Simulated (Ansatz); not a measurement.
# Sb: equation of state with PBEsol

Sb:

```
Sb
1.0
    -1.57654    1.57654    2.71194
     1.57654   -1.57654    2.71194
     1.57654    1.57654   -2.71194
Sb
1
Direct
  0.00000 0.00000 0.00000
```

This isn't the form of Sb at room conditions, which is rhombohedral.

* Program: Ansatz 0.2.0
* Task: equation of state
* Functional: PBEsol
* Potentials or basis: Ansatz PAW
* Cutoff: 420 eV
* Density cutoff: 1680 eV
* k mesh: 12 × 12 × 12
* Occupations: fermi-dirac, width 0.05 eV
* Spin: no spin polarisation

```yaml
Equilibrium_volume: 26.44 Å³/atom
Bulk_modulus_at_fixed_shape_and_positions: 68 GPa
Pressure_derivative_of_the_bulk_modulus: 4.6
```

Energy against volume, from the lowest point:
| volume (Å³/atom) | energy (meV/atom) |
| --- | --- |
| 25.344 | 10.37 |
| 25.883 | 2.56 |
| 26.423 | 0.00 |
| 26.962 | 2.11 |
| 27.501 | 8.40 |
| 28.040 | 18.43 |
| 28.580 | 31.77 |

All runs of the series together: 9.5 s on 2 threads of Intel(R) Xeon(R) Platinum 8488C (Sapphire Rapids) (shared host).

Caveat: the cell was scaled at fixed shape and fractional positions, which overstates the stiffness of a crystal with free parameters, most of all of layers and chains. The run has no spin-orbit coupling, so splittings on Sb are missing.
